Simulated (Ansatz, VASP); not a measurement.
Ir: VASP beside Ansatz

```
CELL_PARAMETERS angstrom
1.91682 -4.25011 0.00000
1.91682 4.25011 0.00000
0.00000 0.00000 3.81652
ATOMIC_POSITIONS crystal
Ir 0.14415 0.85585 0.00000
Ir 0.64415 0.35585 0.50000
Ir 0.85585 0.14415 0.00000
Ir 0.35585 0.64415 0.50000
```

Alike in both runs: functional PBEsol; k mesh 6 × 6 × 4; occupations gaussian, width 0.1 eV; no spin polarisation.

Ansatz relaxed the structure, and its values are those at the end. VASP's run is a single point on that final structure, the one shown.

|  | VASP | Ansatz |
| --- | --- | --- |
| version | VASP 6.6.1 | Ansatz 0.2.0 |
| potentials or method | VASP PAW PBE potentials, release 64 (Ir) | scalar-relativistic, plane waves, PAW |
| plane-wave cutoff (eV) | 520 | 420 |
| valence electrons in the cell | 36 | 68 |

|  | VASP | Ansatz | Ansatz less VASP |
| --- | --- | --- | --- |
| gap on the k mesh at the Fermi level (eV) | none | none | - |
| pressure (GPa) | 0.6 | -0.1 | -0.73 |
| rms of the force components (eV/Å) | 0.034 | 0.010 | -0.0244 |

A gap of «none» marks a metal or a gap that the smearing closes. The functional is the same, so the differences come from potentials, cutoffs and numerics. The two sets of potentials don't hold the same shells in valence.

Caveats: the k mesh is coarse (spacing up to 0.41 Å⁻¹), so the values aren't converged; the PAW data sets were made with another functional, which shifts forces and pressure a little (VASP). The runs have no spin-orbit coupling, so splittings on Ir are missing.
